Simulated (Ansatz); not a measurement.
# AlN: a vibration from a frozen displacement

Method: Ansatz, DFT PBE, scalar-relativistic, plane waves, PAW. Cutoff 420 eV, Γ-centred 10×10×10 k-points, Gaussian smearing of 0.05 eV. No spin polarisation. Energies are free energies at this smearing, counted from the undisturbed cell; pressure is positive in compression.

The undisturbed cell (as given, not relaxed at this level; it stands at 4.9 GPa; this zinc-blende form isn't the usual structure):

```
CELL_PARAMETERS angstrom
0.00000 2.18399 2.18399
2.18399 0.00000 2.18399
2.18399 2.18399 0.00000
ATOMIC_POSITIONS crystal
Al 0.00000 0.00000 0.00000
N 0.75000 0.75000 0.75000
```

Every Al atom is moved by x along the Cartesian unit vector (-0.577, -0.577, -0.577); the cell and all other atoms stay fixed. The cell's volume is 20.83 Å³; the moved atoms weigh 26.982 u together and the others 14.007 u.

```
  x (Å)  ΔE (meV/cell) total force on the moved atoms along the move (eV/Å) pressure (GPa)
-0.3000         402.33                                                1.9915         11.4802
-0.2250         256.93                                                1.8550          9.1477
-0.1500         129.23                                                1.5121          7.0357
-0.0750          36.49                                                0.9142          5.4790
 0.0000           0.00                                                0.0000          4.8636
 0.0750          46.46                                               -1.3145          5.6440
 0.1500         210.11                                               -3.1487          8.3652
 0.2250         536.04                                               -5.6763         13.6910
 0.2625         778.08                                               -7.2753         17.5799
 0.3000        1085.13                                               -9.1503         22.4433
```

Task: What frequency belongs to this motion?

Result: The force constant is k = −dF/dx = 14.858 eV/Å², from the parabola through x = -0.0750, 0 and 0.0750. In every cell the moved atoms swing against the rest, so the mass is μ = m₁m₂/(m₁ + m₂) = 9.220 u, and ν̃ = 521.5 cm⁻¹ × √(|k|/μ) = 662 cm⁻¹, at this cell's pressure of 4.9 GPa. To first order in x, and within 1 %, the force on every atom lies along the move and, within each of the two groups, in proportion to the atom's mass, so this is itself a mode at the zone centre of this cell, taken without macroscopic field (the transverse frequency in a polar insulator).

Task: How far does the harmonic law reach?

Result: At x = -0.300 Å, kx²/2 = 668.59 meV against the computed 402.33 meV (-39.8 %): the well softens in this direction at large amplitude.